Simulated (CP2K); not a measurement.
NaCl:

```
Cl Na
1.0
     3.95140    0.00000    0.00000
     1.97570    3.42201    0.00000
     1.97570    1.14067    3.22631
Cl Na
1 1
Direct
  0.50000 0.50000 0.50000
  0.00000 0.00000 0.00000
```

The cell is a database's computed one.

Base run:

| Property | Result |
| --- | --- |
| Program | CP2K 2026.2 |
| Functional | PBE |
| Potentials or basis | GTH_POTENTIALS Cl GTH-BLYP-q7, Na GTH-BLYP-q9; DZVP-MOLOPT-SR-GTH basis |
| Density cutoff | 17687 eV |
| k mesh | 8 × 8 × 8 |
| Occupations | fermi-dirac, width 0.05 eV |
| Spin | no spin polarisation |

Its results: band gap on the k mesh 5.17 eV, direct; pressure 1.8 GPa.

Question: The run is repeated on the same cell with these changes: potentials or basis from GTH_POTENTIALS Cl GTH-BLYP-q7, Na GTH-BLYP-q9; DZVP-MOLOPT-SR-GTH basis to POTENTIAL_UZH Cl GTH-SCAN-q7, Na GTH-SCAN-q9; DZVP-MOLOPT-SR-GTH basis; potentials from Cl GTH-BLYP-q7 of GTH_POTENTIALS, Na GTH-BLYP-q9 of GTH_POTENTIALS to Cl GTH-SCAN-q7 of POTENTIAL_UZH, Na GTH-SCAN-q9 of POTENTIAL_UZH. What comes out?

Answer: Band gap on the k mesh 5.24 eV, direct; pressure 1.7 GPa.

Caveats: the potentials were made for another functional, which shifts forces and pressure; the basis of atomic orbitals isn't converged, which shifts pressures, moduli and gaps.

A k mesh can miss the band edges.

Not every run made on this cell is shown here.
